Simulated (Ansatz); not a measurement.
## GaP in Ansatz: the effect of functional

The system is GaP.

```xyz
2
Lattice="0.0000 2.7252 2.7252 2.7252 0.0000 2.7252 2.7252 2.7252 0.0000" Properties=species:S:1:pos:R:3 pbc="T T T"
Ga    0.0000    0.0000    0.0000
P     4.0879    4.0879    4.0879
```

Alike in all runs:

| Property | Result |
| --- | --- |
| Program | Ansatz 0.2.0 |
| Task | single point |
| Potentials or basis | all-electron PAW datasets made for the crystal |
| k mesh | 4 × 4 × 4 |
| Occupations | fermi-dirac, width 0.05 eV |
| Spin | no spin polarisation |

Question: One run gave: gap on the mesh 1.63 eV; pressure 2.9 GPa. Which functional did it use?
A. PBE0
B. PBE
C. HSE06

Answer: B.

```tsv
functional	cutoff	gap on the mesh (eV)	pressure (GPa)
PBE	240 eV (chosen from the basis error)	1.63	2.9
HSE06	270 eV (chosen from the basis error)	2.31	1.2
PBE0	270 eV (chosen from the basis error)	3.00	0.9
```

Caveats: all runs use coarse meshes.

A k mesh can miss the band edges.
